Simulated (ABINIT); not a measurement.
Sn:

```
CELL_PARAMETERS angstrom
0.00000 3.23334 3.23334
3.23334 0.00000 3.23334
3.23334 3.23334 0.00000
ATOMIC_POSITIONS crystal
Sn 0.75000 0.75000 0.75000
Sn 0.50000 0.50000 0.50000
```

This isn't the form of Sn at room conditions, which is tetragonal (white tin).

- Program: ABINIT 10.8.3 (patched build)
- Task: single point
- Functional: PBEsol
- Potentials or basis: PseudoDojo NC SR PBEsol v0.4.1 standard
- Cutoff: 980 eV
- k mesh: 7 × 7 × 7
- Occupations: fermi-dirac, width 0.05 eV
- Spin: no spin polarisation

On this cell: pressure 1.7 GPa; largest force zero by symmetry; band gap on the k mesh none (metal or under the smearing width).

The same run follows on a disturbed copy (atoms moved at random, drawn with an rms of 0.05 Å):

```
Sn
1.0
     0.00000    3.23334    3.23334
     3.23334    0.00000    3.23334
     3.23334    3.23334    0.00000
Sn
2
Direct
  0.75132 0.75902 0.76259
  0.49467 0.50900 0.50001
```

Q: What does the disturbed cell give?

A: The energy (extrapolated to zero smearing) moves by +11.4 meV/atom; pressure 1.8 GPa; largest force 0.561 eV/Å; band gap on the k mesh none (metal or under the smearing width).

Forces in eV/Å, atoms in the order of the input:
```
Sn  -0.292 -0.465 -0.118
Sn   0.292  0.465  0.118
```

Stress tensor (GPa, compression positive):
```
 1.80 -0.42 -1.45
-0.42  1.75 -0.92
-1.45 -0.92  1.83
```
